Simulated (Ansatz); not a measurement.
# ZrO2: the cost of one run

Program: Ansatz 0.2.0. Level of theory: DFT PBE, scalar-relativistic, plane waves, PAW. These are calculated values, not measurements.

The COD entry's cell or inner coordinates are ideal or old and differ from later refinements, so a difference from it is no clean test against experiment.

2 further runs of the same task are left out: 2 set aside as unsound or not needed.

## Step 1: The system as given

Symmetry: Fm-3m, No. 225, cubic system. Conventional cell: a = 5.116 Å, b = 5.116 Å, c = 5.116 Å, α = 90.00°, β = 90.00°, γ = 90.00°. Around Zr (site symmetry m-3m) lie 8 O at 2.22 Å. O (site symmetry -43m) is surrounded by 4 Zr at 2.22 Å.

Structure file:

```cif
data_structure
_symmetry_space_group_name_H-M 'P 1'
_symmetry_Int_Tables_number 1
_cell_length_a 5.1158
_cell_length_b 5.1158
_cell_length_c 5.1158
_cell_angle_alpha 90.000
_cell_angle_beta 90.000
_cell_angle_gamma 90.000
_cell_volume 133.89
loop_
_atom_site_label
_atom_site_type_symbol
_atom_site_fract_x
_atom_site_fract_y
_atom_site_fract_z
_atom_site_occupancy
Zr1 Zr 0.00000 0.00000 0.00000 1
Zr2 Zr 0.50000 0.50000 0.00000 1
Zr3 Zr 0.50000 0.00000 0.50000 1
Zr4 Zr 0.00000 0.50000 0.50000 1
O1 O 0.25000 0.25000 0.25000 1
O2 O 0.75000 0.75000 0.25000 1
O3 O 0.75000 0.25000 0.75000 1
O4 O 0.25000 0.75000 0.75000 1
O5 O 0.75000 0.75000 0.75000 1
O6 O 0.25000 0.25000 0.75000 1
O7 O 0.25000 0.75000 0.25000 1
O8 O 0.75000 0.25000 0.25000 1
```

It is built from the cell relaxed beforehand with the same method (11.16 Å³/atom).

## Step 2: The reference: the undisturbed cell on the scan's mesh

Input file input.yaml:

```yaml
crystal:
  lattice:
    - [5.1157964016, 0.0, 0.0]
    - [0.0, -5.1157964016, 0.0]
    - [0.0, 0.0, -5.1157964016]
  atoms:
    - { symbol: Zr, position: [0.0, 0.0, 0.0] }
    - { symbol: Zr, position: [0.5, 0.5, 0.0] }
    - { symbol: Zr, position: [0.5, 0.0, 0.5] }
    - { symbol: Zr, position: [0.0, 0.5, 0.5] }
    - { symbol: O, position: [0.25, 0.25, 0.25] }
    - { symbol: O, position: [0.75, 0.75, 0.25] }
    - { symbol: O, position: [0.75, 0.25, 0.75] }
    - { symbol: O, position: [0.25, 0.75, 0.75] }
    - { symbol: O, position: [0.75, 0.75, 0.75] }
    - { symbol: O, position: [0.25, 0.25, 0.75] }
    - { symbol: O, position: [0.25, 0.75, 0.25] }
    - { symbol: O, position: [0.75, 0.25, 0.25] }
basis:
  ecutwfc: 420
kpoints:
  mp_grid: { grid: [6, 6, 6] }
hamiltonian:
  xc: pbe
scf:
  occupations: { method: gaussian, width: 0.05 }
output:
  forces: true
  stress: true
  eigenvalues: true
  write_density: true
  write_potential: true
  elf: true
  volumetric_format: npy
```

Started as:

```sh
> ansatz run input.yaml --threads 1 --pin off --max-ram 2560MiB --backend cpu --events-out ev --progress --plain --runs-dir out
```

What time and memory should one allow on 1 thread of AMD EPYC 7R43 (Zen 3), shared host?

About 8.1 s, with a peak of 0.5 GiB.
